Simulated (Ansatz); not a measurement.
Runs of Ansatz 0.2.0 on Ag. Symmetry: Fm-3m, No. 225, cubic system. Conventional cell: a = 4.085 Å, b = 4.085 Å, c = 4.085 Å, α = 90.00°, β = 90.00°, γ = 90.00°. Ag (site symmetry m-3m) has 12 Ag at 2.89 Å as nearest neighbours. 

```tsv
task	spin	cell	points for each segment of the path	target pressure (GPa)	gap on the mesh (eV)	pressure (GPa)
band structure	off	as given	14	-	none	4.4
band structure	SOC, no magnetisation	as given	14	-	none	(a)
relaxation of cell and atoms	off	relaxed to 5 GPa	-	5	none	5.0
relaxation of cell and atoms	off	relaxed to 10 GPa	-	10	none	10.0
relaxation of cell and atoms	off	relaxed to 20 GPa	-	20	none	20.0
relaxation of cell and atoms	off	relaxed	-	0	none	0.0
relaxation of cell and atoms	off	relaxed to 2 GPa	-	2	none	2.0
relaxation of cell and atoms	off	relaxed to 30 GPa	-	30	none	30.0
```

Alike in all rows: level PBE; potentials or basis Ansatz PAW; k mesh 11 × 11 × 11; cutoff (eV) 420; smearing fermi-dirac 0.05 eV.

Task: Estimate the missing entries.

Result: (a) 4.3.

Caveats: the plane-wave basis is chosen anew once the cell has moved, so the energies of steps on either side of that aren't comparable (some runs).

A k mesh can miss the band edges, and rows without SOC leave out spin-orbit coupling on Ag.

A gap of «none» marks a metal or a gap under the smearing width.
